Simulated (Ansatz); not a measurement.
**What strain does to ZnS (F-43m)**

ZnS (started from an entry of an open crystallographic database), relaxed with r2SCAN in the PAW code Ansatz. Space group F-43m (No. 216), cubic; a = 5.388 Å in the conventional setting, 19.55 Å³ an atom. Zn is surrounded by 4 S at 2.33 Å; S is surrounded by 4 Zn at 2.33 Å.

The axes x, y and z are those of this cell:
```yaml
crystal:
  lattice:
    - [0.00000, 2.69410, 2.69410]
    - [2.69410, 0.00000, 2.69410]
    - [2.69410, 2.69410, 0.00000]
  atoms:
    - { symbol: Zn, position: [0.25000, 0.25000, 0.25000] }
    - { symbol: S, position: [0.00000, 0.00000, 0.00000] }
```

Unstrained: PBE gives a direct gap of 2.147 eV at Γ. With r2SCAN the gap is 2.705 eV and direct, at Γ. With HSE06 the gap is 3.378 eV and direct, at Γ. Meshes: PBE 8×8×8, r2SCAN 8×8×8, HSE06 6×6×6. Strains are changes of length per length, and xy shears are angles. After each strain the atoms were relaxed again with r2SCAN within the symmetry that the strain leaves, so tilts or polar shifts that break it weren't tested; points keep the names that they have in the unstrained zone. The values are computed, spin-unpolarised, and not measurements.

Changes of the least gap in eV (an overlap counts as a negative gap):
```json
{"strain": "uniaxial +0.46 % along y", "volume change (%)": "+0.5", "space group": "I-4m2", "PBE": "-0.025", "r2SCAN": "-0.027", "HSE06": "-0.028", "energy rise, r2SCAN (meV/atom)": "0.1"}
{"strain": "biaxial -1.14 % in x and y, z held", "volume change (%)": "-2.3", "space group": "I-4m2", "PBE": "+0.086", "r2SCAN": "+0.092", "HSE06": "+0.094", "energy rise, r2SCAN (meV/atom)": "2.9"}
{"strain": "xy shear, engineering strain (angle) +5.12 %", "volume change (%)": "-0.1", "space group": "Imm2", "PBE": "-0.178", "r2SCAN": "-0.188", "HSE06": "-0.193", "energy rise, r2SCAN (meV/atom)": "8.0"}
{"strain": "uniaxial -4.78 % along z", "volume change (%)": "-4.8", "space group": "I-4m2", "PBE": "+0.103", "r2SCAN": "+0.113", "HSE06": "+0.116", "energy rise, r2SCAN (meV/atom)": "15.8"}
```

Uniaxial +0.46 % along y, other directions held. HSE06: the gap goes from 3.378 to 3.350 eV (-0.028 eV); with r2SCAN the top three valence levels at Γ, degenerate before, become 2+1 from the top over 17 meV. Stress change with r2SCAN, compression positive: xx -0.29, yy -0.49, zz -0.29 GPa.

Biaxial -1.14 % in x and y, z held. HSE06: the gap goes from 3.378 to 3.472 eV (+0.094 eV); with r2SCAN the top three valence levels at Γ, degenerate before, become 2+1 from the top over 44 meV. Stress change with r2SCAN, compression positive: xx +2.06, yy +2.06, zz +1.56 GPa.

Xy shear, engineering strain (angle) +5.12 %. HSE06: the gap goes from 3.378 to 3.185 eV (-0.193 eV); with r2SCAN the top three valence levels at Γ, degenerate before, become 1+1+1 from the top over 282 meV. Stress change with r2SCAN, compression positive: xx +0.05, yy +0.05, zz -0.03, xy -2.58 GPa.

Uniaxial -4.78 % along z, other directions held. HSE06: the gap goes from 3.378 to 3.494 eV (+0.116 eV); with r2SCAN the top three valence levels at Γ, degenerate before, become 1+2 from the top over 168 meV. Stress change with r2SCAN, compression positive: xx +3.62, yy +3.62, zz +5.42 GPa.

The meshes of the hybrids are coarse, so their gaps aren't converged to the digits shown.

The splittings at Γ are without spin-orbit coupling, which regroups them where it is of like size or larger.
